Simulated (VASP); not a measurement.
# Pt in VASP: notebook

The runs below take Pt through single point, relaxation of the atoms, with PBE.

Program: VASP 6.6.1. These are calculated values, not measurements. Logs are shortened: lines on timing, memory, paths and dates and some standing lists are left out, and cuts for length are marked.

## Step 1: The slab as given

The cell holds a slab with vacuum, 3 atoms: a = 2.805 Å, b = 2.805 Å, c = 18.967 Å, α = 90.00°, β = 90.00°, γ = 90.00°.

The slab is cut from a database's or a generator's crystal, which needn't be the stable form of the element.

## Step 2: Single point, PBE

INCAR

```
ALGO = Fast
DIPOL = 0.5 0.5 0.500
EDIFF = 1E-6
ENCUT = 520
GGA = PE
ICORELEVEL = 1
IDIPOL = 3
ISIF = 2
ISMEAR = 1
LASPH = True
LCHARG = False
LDIPOL = True
LREAL = False
LVACPOTAV = True
LVHAR = True
LWAVE = False
NBANDS = 22
NELM = 80
PREC = Accurate
SIGMA = 0.1
```

KPOINTS

```
k-points
0
Gamma
  14 14 1
```

POSCAR

```
Pt
1.0
    2.8050756300      0.0000000000      0.0000000000
    0.0000000000      2.8050756300      0.0000000000
    0.0000000000      0.0000000000     18.9669760000
Pt
3
Direct
    0.5000000000      0.5000000000      0.3954241300
    0.0000000000      0.0000000000      0.5000000000
    0.5000000000      0.5000000000      0.6045758700
```

Potentials or basis: VASP PAW PBE potentials, release 64 (Pt).

The run is started by

```
$ cat potpaw_PBE.64/Pt/POTCAR > POTCAR
$ mpirun -np 1 vasp_std > vasp.out
```

OUTCAR:

```text
EDIFF = 1E-6
   ENCUT = 520
   GGA = PE
   ISIF = 2
   ISMEAR = 1
   LASPH = True
   LREAL = False
   NELM = 80
   PREC = Accurate

 ion  position               nearest neighbor table
   1  0.500  0.500  0.395-   2 2.81   2 2.81   2 2.81   2 2.81
   2  0.000  0.000  0.500-   1 2.81   3 2.81   1 2.81   3 2.81   1 2.81   3 2.81   1 2.81   3 2.81

   3  0.500  0.500  0.605-   2 2.81   2 2.81   2 2.81   2 2.81

  LATTYP: Found a simple tetragonal cell.
 ALAT       =     2.8050756300
 C/A-ratio  =     6.7616629645

  Lattice vectors:

 A1 = (   2.8050756300,   0.0000000000,   0.0000000000)
 A2 = (   0.0000000000,   2.8050756300,   0.0000000000)
 A3 = (   0.0000000000,   0.0000000000,  18.9669760000)

Analysis of symmetry for initial positions (statically):
=====================================================================
 Subroutine PRICEL returns:
 Original cell was already a primitive cell.

 Routine SETGRP: Setting up the symmetry group for a
 simple tetragonal supercell.

 Subroutine GETGRP returns: Found 16 space group operations
 (whereof 16 operations were pure point group operations)
 out of a pool of 16 trial point group operations.

The static configuration has the point symmetry D_4h.

Analysis of symmetry for dynamics (positions and initial velocities):
=====================================================================
 Subroutine PRICEL returns:
 Original cell was already a primitive cell.

 Routine SETGRP: Setting up the symmetry group for a
 simple tetragonal supercell.

 Subroutine GETGRP returns: Found 16 space group operations
 (whereof 16 operations were pure point group operations)
 out of a pool of 16 trial point group operations.

The dynamic configuration has the point symmetry D_4h.

 Subroutine INISYM returns: Found 16 space group operations
 (whereof 16 operations are pure point group operations),
 and found     1 'primitive' translations

----------------------------------------------------------------------------------------

                                     Primitive cell

  volume of cell :     149.2407

  direct lattice vectors                    reciprocal lattice vectors
     2.805075630  0.000000000  0.000000000     0.356496627  0.000000000  0.000000000
     0.000000000  2.805075630  0.000000000     0.000000000  0.356496627  0.000000000
     0.000000000  0.000000000 18.966976000     0.000000000  0.000000000  0.052723217

  length of vectors
     2.805075630  2.805075630 18.966976000     0.356496627  0.356496627  0.052723217

  position of ions in fractional coordinates (direct lattice)
     0.500000000  0.500000000  0.395424130
     0.000000000  0.000000000  0.500000000
     0.500000000  0.500000000  0.604575870

  ion indices of the primitive-cell ions
   primitive index   ion index
                 1           1
                 2           2
                 3           3

----------------------------------------------------------------------------------------

 KPOINTS: k-points

Automatic generation of k-mesh.
 Grid dimensions read from file:
 generate k-points for:   14   14    1

 Generating k-lattice:

  Cartesian coordinates                     Fractional coordinates (reciprocal lattice)
     0.025464045  0.000000000  0.000000000     0.071428571  0.000000000  0.000000000
     0.000000000  0.025464045  0.000000000     0.000000000  0.071428571  0.000000000
     0.000000000  0.000000000  0.052723217     0.000000000  0.000000000  1.000000000

  Length of vectors
     0.025464045  0.025464045  0.052723217

  Shift w.r.t. Gamma in fractional coordinates (k-lattice)
     0.000000000  0.000000000  0.000000000

 Subroutine IBZKPT returns following result:
 ===========================================

 Found     36 irreducible k-points:

 Following reciprocal coordinates:
            Coordinates               Weight
  0.000000  0.000000  0.000000      1.000000
  0.071429  0.000000  0.000000      4.000000
  0.142857  0.000000  0.000000      4.000000
  0.214286  0.000000  0.000000      4.000000
  0.285714  0.000000  0.000000      4.000000
  0.357143  0.000000  0.000000      4.000000
[... 16 lines left out ...]
  0.285714  0.214286  0.000000      8.000000
  0.357143  0.214286  0.000000      8.000000
 [... further k-points ...]
   k-points           NKPTS =     36   k-points in BZ     NKDIM =     36   number of bands    NBANDS=     22
   number of dos      NEDOS =    301   number of ions     NIONS =      3
   total plane-waves  NPLWV =  82944
   dimension x,y,z NGX =    24 NGY =   24 NGZ =  144
   dimension x,y,z NGXF=    48 NGYF=   48 NGZF=  288
   ions per type =               3
   NGX,Y,Z   is equivalent  to a cutoff of  14.22, 14.22, 12.62 a.u.
   NGXF,Y,Z  is equivalent  to a cutoff of  28.45, 28.45, 25.24 a.u.
 SYSTEM =  unknown system
   PREC   = accura    normal or accurate (medium, high low for compatibility)
   ISTART =      0    job   : 0-new  1-cont  2-samecut
   ICHARG =      2    charge: 1-file 2-atom 10-const
   ISPIN  =      1    spin polarized calculation?
   LNONCOLLINEAR =      F non collinear calculations
   LSORBIT =      F    spin-orbit coupling
   LASPH  =      T    aspherical Exc in radial PAW
   ENCUT  =  520.0 eV  38.22 Ry    6.18 a.u.   5.22  5.22 35.27*2*pi/ulx,y,z
   NELM   =     80;   NELMIN=  2; NELMDL= -5     # of ELM steps
   EDIFF  = 0.1E-05   stopping-criterion for ELM
   LREAL  =      F    real-space projection
   EDIFFG = 0.1E-04   stopping-criterion for IOM
   NSW    =      0    number of steps for IOM
   IBRION =     -1    ionic relax: 0-MD 1-quasi-New 2-CG
   NFREE  =      0    steps in history (QN), initial steepest desc. (CG)
   ISIF   =      2    stress and relaxation
   ISYM   =      2    0-nonsym 1-usesym 2-fastsym
   POTIM  = 0.5000    time-step for ionic-motion
   TEBEG  =    0.0;   TEEND  =   0.0 temperature during run
   PSTRESS=    0.0 pullay stress
   NELECT =      30.0000    total number of electrons
   NUPDOWN=      -1.0000    fix difference up-down
   EMIN   =  10.00;   EMAX   =-10.00  energy-range for DOS
   EFERMI =   0.00;   METHOD = LEGACY
   ISMEAR =     1;   SIGMA  =   0.10  broadening in eV -4-tet -1-fermi 0-gaus
   EFERMI_NEDOS =   21; number of points for ismear=-14 and -15
   IALGO  =     68    algorithm
   IMIX   =      4    mixing-type and parameters
     AMIX     =   0.40;   BMIX     =  1.00
     AMIX_MAG =   1.60;   BMIX_MAG =  1.00
  volume/ion in A,a.u.               =      49.75       335.71
  Fermi-wavevector in a.u.,A,eV,Ry     =   0.959002  1.812251 12.513071  0.919685
  Thomas-Fermi vector in A             =   2.088159
   LORBIT       =      0    0 simple, 1 ext, 2 COOP (PROOUT), +10 PAW based schemes
   GGA     = PE    functional components
   LHFCALC =     F    Hartree Fock is set to
   AEXX    =    0.0000 exact exchange contribution
   IVDW    =     0    specifies the selected vdW correction
   LEPSILON=     F    determine dielectric tensor
   LRPA    =     F    only Hartree local field effects (RPA)
 non-spin polarized calculation
 RMM-DIIS sequential band-by-band and
 Methfessel and Paxton  Order N= 1 SIGMA  =   0.10
  energy-cutoff  :      520.00
  volume of cell :      149.24
 maximum number of plane-waves:      4063
 NGX is ok and might be reduce to    24
   NGX = 11   NGY = 11   NGZ = 71

 dipolmoment           0.000000      0.000000     -0.000000 electrons x Angstroem

 number of electron      30.0000001 magnetization

 dipolmoment           0.000000      0.000000      0.000000 electrons x Angstroem

 Free energy of the ion-electron system (eV)
  ---------------------------------------------------
  ext. energy  EPLUGINS =         0.00000000
  ---------------------------------------------------
  free energy    TOTEN  =       -16.44509114 eV

  energy without entropy =      -16.44146577  energy(sigma->0) =      -16.44388268

 the core state eigenenergies are
   1-  1s -78398.4132  2s -13768.0235  2p -11928.2955  3s  -3231.8789  3p  -2696.3796
       3d  -2116.7501  4s   -692.1794  4p   -516.6224  4d   -303.6949  4f    -67.1029
       5s    -98.5621  5p    -52.6653
   2-  1s -78399.0213  2s -13768.6556  2p -11928.9263  3s  -3232.5100  3p  -2697.0106
       3d  -2117.3828  4s   -692.8075  4p   -517.2504  4d   -304.3234  4f    -67.7312
       5s    -99.1820  5p    -53.2706
   3-  1s -78398.4132  2s -13768.0235  2p -11928.2955  3s  -3231.8789  3p  -2696.3796
       3d  -2116.7501  4s   -692.1794  4p   -516.6224  4d   -303.6949  4f    -67.1029
       5s    -98.5621  5p    -52.6653

 E-fermi :  -0.6662     XC(G=0):  -5.1958

 val. band max:       -0.6687437981   @ k =   0.3571   0.0000   0.0000
 cond. band min:      -0.6611835455   @ k =   0.2857   0.2857   0.0000
 fundamental gap:      0.0075602526
 Fermi energy:        -0.6662354756

 k-point     1 :       0.0000    0.0000    0.0000
  band No.  band energies     occupation
      1      -9.2092      2.00000
      2      -6.8539      2.00000
      3      -6.6153      2.00000
      4      -6.2633      2.00000
      5      -5.1150      2.00000
      6      -4.2906      2.00000
[... 14 lines left out ...]
     21       5.2652      0.00000
     22       6.1635      0.00000

 k-point     2 :       0.0714    0.0000    0.0000
  band No.  band energies     occupation
      1      -9.0856      2.00000
      2      -6.7505      2.00000
      3      -6.5183      2.00000
      4      -6.1839      2.00000
      5      -5.0608      2.00000
      6      -4.2266      2.00000
[... 14 lines left out ...]
     21       5.3810      0.00000
     22       6.2498      0.00000

 k-point     3 :       0.1429    0.0000    0.0000
  band No.  band energies     occupation
      1      -8.7336      2.00000
      2      -6.5149      2.00000
      3      -6.3152      2.00000
      4      -5.8877      2.00000
      5      -4.8478      2.00000
      6      -4.0466      2.00000
[... 14 lines left out ...]
     21       5.7277      0.00000
     22       6.5004      0.00000
[... 476 lines left out ...]
 k-point    23 :       0.2857    0.2143    0.0000
  band No.  band energies     occupation
      1      -6.7244      2.00000
      2      -5.5872      2.00000
      3      -5.1067      2.00000
      4      -4.9247      2.00000
      5      -4.7627      2.00000
      6      -3.8797      2.00000
[... 14 lines left out ...]
     21       7.5532      0.00000
     22       8.0481      0.00000

 k-point    24 :       0.3571    0.2143    0.0000
  band No.  band energies     occupation
      1      -6.3112      2.00000
      2      -5.8501      2.00000
      3      -5.1430      2.00000
      4      -4.9552      2.00000
      5      -4.6986      2.00000
      6      -3.8931      2.00000
[... 14 lines left out ...]
     21       7.5844      0.00000
     22       7.8843      0.00000

 [... further k-points ...]

------------------------ aborting loop because EDIFF is reached ----------------------------------------

  FORCE on cell =-STRESS in cart. coord.  units (eV):
  Direction    XX          YY          ZZ          XY          YZ          ZX
  --------------------------------------------------------------------------------------
  -------------------------------------------------------------------------------------
  Total       -4.2774523     -4.2774523     -1.9379028      0.0000000     -0.0000000      0.0000000
  in kB      -45.9207012    -45.9207012    -20.8044067      0.0000000     -0.0000000      0.0000000
  external PRESSURE =     -37.5486030 kB  Pullay stress =       0.0000000 kB

 VOLUME and BASIS-vectors are now :
 -----------------------------------------------------------------------------
  energy-cutoff  :      520.00
  volume of cell :      149.24
      direct lattice vectors                 reciprocal lattice vectors
     2.805075630  0.000000000  0.000000000     0.356496627  0.000000000  0.000000000
     0.000000000  2.805075630  0.000000000     0.000000000  0.356496627  0.000000000
     0.000000000  0.000000000 18.966976000     0.000000000  0.000000000  0.052723217

 POSITION                                       TOTAL-FORCE (eV/Angst)
 -----------------------------------------------------------------------------------
      1.40254      1.40254      7.50000         0.000000      0.000000      0.484737
      0.00000      0.00000      9.48349         0.000000      0.000000      0.000000
      1.40254      1.40254     11.46698         0.000000      0.000000     -0.484737
 -----------------------------------------------------------------------------------
    total drift:                                0.000000      0.000000      0.000000

  FREE ENERGIE OF THE ION-ELECTRON SYSTEM (eV)
  ---------------------------------------------------
  free  energy   TOTEN  =       -16.4450911378 eV

  energy  without entropy=      -16.4414657737  energy(sigma->0) =      -16.44388268

 vacuum level on the upper side and lower side of the slab         5.068         5.068
```

Run time: 50 s. Hardware: 1 thread of Intel Xeon 6975P-C (Granite Rapids), shared host; peak memory 0.31 GiB.

Results:

```yaml
Free_energy: -16.4451 eV
Largest_force: 0.485 eV/Å
Band_gap_on_the_k_mesh: none (metal or under the smearing width)
Work_function_of_the_upper_face: 5.73 eV
Work_function_of_the_lower_face: 5.73 eV
```

Forces on the atoms (eV/Å):
```
Pt   0.000  0.000  0.485
Pt   0.000  0.000  0.000
Pt   0.000  0.000 -0.485
```

Core levels (eV, on the scale of the bands):
| atom | levels |
| --- | --- |
| 1 Pt | 1s -78398.4, 2s -13768.0, 2p -11928.3, 3s -3231.9, 3p -2696.4, 3d -2116.8, 4s -692.2, 4p -516.6, 4d -303.7, 4f -67.1, 5s -98.6, 5p -52.7 |
| 2 Pt | 1s -78399.0, 2s -13768.7, 2p -11928.9, 3s -3232.5, 3p -2697.0, 3d -2117.4, 4s -692.8, 4p -517.3, 4d -304.3, 4f -67.7, 5s -99.2, 5p -53.3 |
| 3 Pt | 1s -78398.4, 2s -13768.0, 2p -11928.3, 3s -3231.9, 3p -2696.4, 3d -2116.8, 4s -692.2, 4p -516.6, 4d -303.7, 4f -67.1, 5s -98.6, 5p -52.7 |

## Step 3: Relaxation of the atoms, PBE

INCAR

```
ALGO = Normal
DIPOL = 0.5 0.5 0.500
EDIFF = 1E-6
EDIFFG = -0.02
ENCUT = 520
GGA = PE
IBRION = 2
IDIPOL = 3
ISIF = 2
ISMEAR = 1
LASPH = True
LCHARG = False
LDIPOL = True
LREAL = False
LWAVE = False
NELM = 80
NSW = 80
PREC = Accurate
SIGMA = 0.1
```

KPOINTS is that of step 2.

POSCAR is that of step 2.

Potentials or basis: VASP PAW PBE potentials, release 64 (Pt).

The run is started by

```
$ cat potpaw_PBE.64/Pt/POTCAR > POTCAR
$ mpirun -np 1 vasp_std > vasp.out
```

It took 2.1 min on 1 thread of Intel Xeon 6975P-C (Granite Rapids), shared host; peak memory 0.32 GiB.

It converged, with:

* Free energy: -16.4821 eV
* Energy gained by relaxing: 12.3 meV/atom
* Ionic steps: 4
* Largest force after relaxing: 0.007 eV/Å
* Band gap on the k mesh: none (metal or under the smearing width)

Forces in eV/Å, atoms in the order of the input:
```
Pt   0.000  0.000 -0.007
Pt   0.000  0.000  0.000
Pt   0.000  0.000  0.007
```

The path:
```
step  energy change (eV)  largest force (eV/Å)  pressure (GPa)
   1              0.0000                0.4828           -3.76
   2             -0.0195                0.3464           -3.21
   3             -0.0368                0.0382           -2.10
   4             -0.0370                0.0068           -1.95
```

Final structure:
```cif
data_structure
_symmetry_space_group_name_H-M 'P 1'
_symmetry_Int_Tables_number 1
_cell_length_a 2.8051
_cell_length_b 2.8051
_cell_length_c 18.9670
_cell_angle_alpha 90.000
_cell_angle_beta 90.000
_cell_angle_gamma 90.000
_cell_volume 149.24
loop_
_atom_site_label
_atom_site_type_symbol
_atom_site_fract_x
_atom_site_fract_y
_atom_site_fract_z
_atom_site_occupancy
Pt1 Pt 0.50000 0.50000 0.39921 1
Pt2 Pt 0.00000 0.00000 0.50000 1
Pt3 Pt 0.50000 0.50000 0.60079 1
```

Levels at points of the mesh, in eV from the Fermi level:
```csv
k point,band 12,band 13,band 14,band 15,band 16,band 17,band 18,band 19
"(0.00, 0.00, 0.00)",-1.27,-1.27,-0.35,-0.13,0.14,0.18,0.18,2.19
"(0.50, 0.00, 0.00)",-0.94,-0.38,-0.23,0.10,0.82,1.79,1.81,4.03
"(0.50, 0.50, 0.00)",-0.12,0.42,0.88,0.88,3.67,3.67,7.46,7.46
```

The run has no spin-orbit coupling, so splittings on Pt are missing.

[end of part 1 of 2]
